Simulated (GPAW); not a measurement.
# Sb (I4/mmm) in GPAW: equation of state with LDA

Aim: the equation of state of Sb with LDA.

Everything below comes from runs of GPAW 26.7.0. Logs are shortened: lines on timing, memory, paths and dates and some standing lists are left out, and cuts for length are marked. The log counts tension as positive stress, the text compression.

## (1) The structure

Symmetry: I4/mmm, No. 139, tetragonal system. The conventional cell has a = 3.153 Å, b = 3.153 Å, c = 5.424 Å, α = 90.00°, β = 90.00°, γ = 90.00°. Sb (site symmetry 4/mmm) is surrounded by 12 Sb at 3.15 to 3.51 Å.

This isn't the form of Sb at room conditions, which is rhombohedral.

## (2) Equation of state, LDA

File run.py:

```python
from ase import Atoms
from ase.eos import EquationOfState
from ase.io import Trajectory
from ase.units import GPa
from gpaw import GPAW, PW

atoms = Atoms(['Sb'],
              cell=[[-1.5765401831, 1.5765401831, 2.7119384313],
                    [1.5765401831, -1.5765401831, 2.7119384313],
                    [1.5765401831, 1.5765401831, -2.7119384313]],
              scaled_positions=[[0.0, 0.0, 0.0]],
              pbc=True)

traj = Trajectory('eos.traj', 'w')
volumes, energies = [], []
for x in [0.94, 0.96, 0.98, 1.0, 1.02, 1.04, 1.06]:
    a = atoms.copy()
    a.set_cell(atoms.cell * x**(1 / 3), scale_atoms=True)
    calc = GPAW(mode=PW(600),
                xc='LDA',
                kpts={'size': (10, 10, 10), 'gamma': True},
                occupations={'name': 'fermi-dirac', 'width': 0.05},
                nbands=15,
                convergence={'density': 1e-05, 'energy': 1e-05},
                maxiter=150,
                txt=f'eos-{x:.2f}.txt')
    a.calc = calc
    energies.append(a.get_potential_energy(force_consistent=True))
    volumes.append(a.get_volume())
    p = -a.get_stress()[:3].mean() / GPa
    calc.write(f'eos-{x:.2f}.gpw')
    traj.write(a)
    print(f'{x:.2f} {volumes[-1]:10.4f} A^3 {energies[-1]:14.6f} eV {p:9.3f} GPa', flush=True)

v0, e0, B = EquationOfState(volumes, energies, eos='birchmurnaghan').fit()
print(f'V0 = {v0:.4f} A^3, E0 = {e0:.6f} eV, B0 = {B / GPa:.2f} GPa')
```

Potentials or basis: the program's PAW data sets (release 1.2.1) made for this functional, pw.

Started as:

```sh
$ OMP_NUM_THREADS=1 python run.py
```

Log:

```text
__  _  _
 | _ |_)|_||  |
 |__||  | ||/\| - 26.7.0

Input parameters:
  mode=PW(ecut=600.0),
  convergence={'density': 1e-05, 'energy': 1e-05},
  kpts=MonkhorstPack(size=(10, 10, 10), gamma=True),
  maxiter=150,
  nbands=15,
  occupations=Occupations(name='fermi-dirac', width=0.05),
  xc=XC(name='LDA')

Diagonalizing LCAO Hamiltonian
Converting LCAO to pw mode

       Sb

Atoms  # Å, Bohr magnetons
|   | symbol |        x |        y |        z |    initial magnetic moments |
|---|--------|----------|----------|----------|-----------------------------|
| 0 |     Sb | 0.000000 | 0.000000 | 0.000000 | ( 0.0000,  0.0000,  0.0000) |

Unit cell  # Å
| periodic |         x |         y |         z |  lengths |     angles |
|----------|-----------|-----------|-----------|----------|------------|
|      yes | -1.555233 |  1.555233 |  2.675286 | 3.463330 | 126.633590 |
|      yes |  1.555233 | -1.555233 |  2.675286 | 3.463330 | 126.633590 |
|      yes |  1.555233 |  1.555233 | -2.675286 | 3.463330 |  78.849263 |

Number of symmetries: 16
Symmetry operations  # r_c * U_cc + t_c -> r_c
|    | kind |            matrix            |
|----|------|------------------------------|
|  0 |  σ   |  1, 1, 1,  0, 0,-1,  0,-1, 0 |
|  1 |  C4  |  1, 1, 1,  0, 0,-1, -1, 0, 0 |
|  2 |  E   |  1, 0, 0,  0, 1, 0,  0, 0, 1 |
|  3 |  σ   |  1, 0, 0,  0, 1, 0, -1,-1,-1 |
|  4 |  σ   |  0, 1, 0,  1, 0, 0,  0, 0, 1 |
|  5 |  C2  |  0, 1, 0,  1, 0, 0, -1,-1,-1 |
|  6 |  C2  |  0, 0, 1, -1,-1,-1,  1, 0, 0 |
|  7 |  S4  |  0, 0, 1, -1,-1,-1,  0, 1, 0 |
|  8 |  C4  |  0, 0,-1,  1, 1, 1,  0,-1, 0 |
|  9 |  σ   |  0, 0,-1,  1, 1, 1, -1, 0, 0 |
| 10 |  σ   |  0,-1, 0, -1, 0, 0,  1, 1, 1 |
| 11 |  C2  |  0,-1, 0, -1, 0, 0,  0, 0,-1 |
| 12 |  C2  | -1, 0, 0,  0,-1, 0,  1, 1, 1 |
| 13 |  i   | -1, 0, 0,  0,-1, 0,  0, 0,-1 |
| 14 |  S4  | -1,-1,-1,  0, 0, 1,  1, 0, 0 |
| 15 |  C2  | -1,-1,-1,  0, 0, 1,  0, 1, 0 |

BZ-sampling:
  Number of BZ points: 1000
  Number of IBZ points: 102

  Monkhorst-Pack size: [10, 10, 10]
  Monkhorst-Pack shift: [0.05, 0.05, 0.05]

K-points  # in reciprocal-cell coordinates
|     |                                coordinates |     weight |
|-----|--------------------------------------------|------------|
|   0 | (  0.00000000,   0.00000000,   0.00000000) | 0.00100000 |
|   1 | (  0.10000000,  -0.10000000,   0.00000000) | 0.00400000 |
|   2 | (  0.10000000,  -0.10000000,   0.10000000) | 0.00400000 |
|   3 | (  0.10000000,   0.00000000,   0.00000000) | 0.00800000 |
|   4 | (  0.10000000,   0.10000000,  -0.10000000) | 0.00200000 |
|   5 | (  0.20000000,  -0.20000000,   0.00000000) | 0.00400000 |
|   6 | (  0.20000000,  -0.20000000,   0.10000000) | 0.00800000 |
|   7 | (  0.20000000,  -0.20000000,   0.20000000) | 0.00400000 |
|   8 | (  0.20000000,  -0.10000000,   0.00000000) | 0.01600000 |
|   9 | (  0.20000000,  -0.10000000,   0.10000000) | 0.00800000 |
| ... |                                            |            |
| 101 | (  0.50000000,   0.50000000,   0.50000000) | 0.00100000 |

Plane wave coefficients: 880
Cutoff: 600.0 eV

Spin-components: 1 (collinear spins)
Bands:           15
Projectors:      6
Spin-degeneracy: 2
Datatype:        complex128

Parallelization:
  kpt:    1
  domain: 1
  band:   1

Density:
  Valence electrons: 15.0
  Components: 1
  Grid points: [20 20 20]
  Charge: 0.0  # |e|

Potential:
  Grid points: [20 20 20]

species:
  Sb:
    name:    Antimony
    Z:       51.0
    valence: 15
    core:    36
    charge:  0.0  # [|e|]
    compensation charges:
      type: gauss
      rc: 0.36  # [Å]
      lmax: 2
    cutoffs:
      filter: 2.23  # [Å]
      core: 2.23  # [Å]
    projectors
    | kind |    occ | energy [eV] | rcut [Å] |
    |------|--------|-------------|----------|
    |   5s |  2.000 |     -13.069 |    1.154 |
    |   5p |  3.000 |      -4.994 |    1.233 |
    |   4d | 10.000 |     -33.564 |    1.196 |
    |    s |        |      14.142 |    1.154 |
    |    p |        |      22.217 |    1.233 |
    |    d |        |      -6.353 |    1.196 |

    Using partial waves for Sb as LCAO basis

Reference energy: -176132.436306  # eV

eigensolver:
  PPCG
  Converge bands: occupied
  niter=2

density mixing:
  MSR1-Mixer
  Pratt-step length: 0.05
  Maximum mixing coefficient: 0.75
  Old densities: 10
  SVD Regularization: 0.005
  Good broyden scale: 1.0
  Trust region scale: 1.0
  Backstep threshold: 4.0
  History deletion threshold: 6.0
  Fourier metric: weight=20.0, sigma=0.015

occupation numbers:
  Fermi-Dirac:
    width: 0.0500  # eV

poisson solver:
  ecut: 4800.0  # eV

xc functional:
  name: None

convergence criteria:
- Maximum integral of absolute [dens]ity change: 1e-05 electrons / valence electron
- Maximum [total energy] change in last 3 cyles: 1e-05 eV / valence electron
- Maximum integral of absolute [eigenst]ate change: 4e-08 eV^2 / valence electron
maximum number of iterations: 150

SCF iterations
|iter     | |      energy | eigst |  dens |
|---------|-|-------------|-------|-------|
|iter:   1| |   -4.861634 | +0.23 |       |
|iter:   2| |   -4.862656 | -2.17 | -1.85 |
|iter:   3| |   -4.852514 | -2.84 | -1.87 |
|iter:   4| |   -4.852408 | -4.24 | -2.47 |
|iter:   5| |   -4.852417c| -5.58 | -3.04 |
|iter:   6| |   -4.852419c| -6.68 | -3.80 |
|iter:   7| |   -4.852419c| -8.18c| -4.65 |
|iter:   8| |   -4.852419c| -7.94c| -5.08c|

Converged in 8 steps
Energy contributions relative to reference atoms: (reference = -176132.436306)

Energy contributions:
  Kinetic:          -0.080747
  Coulomb:          -0.062890
  Zero:              0.179480
  External:          0.000000
  Xc:               -4.886704
  Entropy:          -0.003117
  Spinorbit:         0.000000
  ----------------------------
  Free energy:      -4.853977
  Extrapolated:     -4.852419

dipole moment: (-5.664354, -5.664354, -9.743729)  # |e|*Ang

Fermi level: 8.327
Eigenvalues  # (at kpt = [0.000, 0.000, 0.000])
| band index |      eig [eV] | occ [0-2] |
|------------|---------------|-----------|
|          0 |       -20.919 |     2.000 |
|          1 |       -20.878 |     2.000 |
|          2 |       -20.836 |     2.000 |
|          3 |       -20.836 |     2.000 |
|          4 |       -20.764 |     2.000 |
|          5 |        -4.960 |     2.000 |
|          6 |        13.133 |     0.000 |
|          7 |        13.948 |     0.000 |
|          8 |        13.948 |     0.000 |
|          9 |        18.553 |     0.000 |
|         10 |        19.162 |     0.000 |
|         11 |        19.819 |     0.000 |
|         12 |        19.921 |     0.000 |
|         13 |        19.921 |     0.000 |
|         14 |        20.078 |     0.000 |

No gap
No difference between direct/indirect transitions

Stress tensor  # eV/Ang^3
|         x |         y |        z |
|-----------|-----------|----------|
| -0.000167 |  0.000000 | 0.000000 |
|  0.000000 | -0.000167 | 0.000000 |
|  0.000000 |  0.000000 | 0.000055 |

# Writing to eos-0.96.gpw (mode='')
```

It took 2 min on 1 thread of Arm Neoverse V2, shared host; peak memory 0.28 GiB.

Results:

```yaml
Equilibrium_volume: 25.90 Å³/atom
Bulk_modulus_at_fixed_shape_and_positions: 69 GPa
Pressure_derivative_of_the_bulk_modulus: "4.6 (rough: it moves with the points fitted)"
```

Energy against volume, from the lowest point:
| volume (Å³/atom) | energy (meV/atom) |
| --- | --- |
| 25.344 | 2.75 |
| 25.883 | 0.00 |
| 26.423 | 2.19 |
| 26.962 | 8.72 |
| 27.501 | 19.07 |
| 28.040 | 32.87 |
| 28.580 | 49.79 |

Caveat: the cell was scaled at fixed shape and fractional positions, which overstates the stiffness of a crystal with free parameters, most of all of layers and chains.

## (3) For comparison

An earlier run on the cell as given: functional PBEsol; potentials or basis PAW data sets generated in the run's folder for this functional; cutoff 600 eV; basis pw; k mesh 12 × 12 × 12; occupations fermi-dirac, width 0.05 eV; no spin polarisation.

* Pressure: -1.6 GPa
* Band gap on the k mesh: none (metal or under the smearing width)
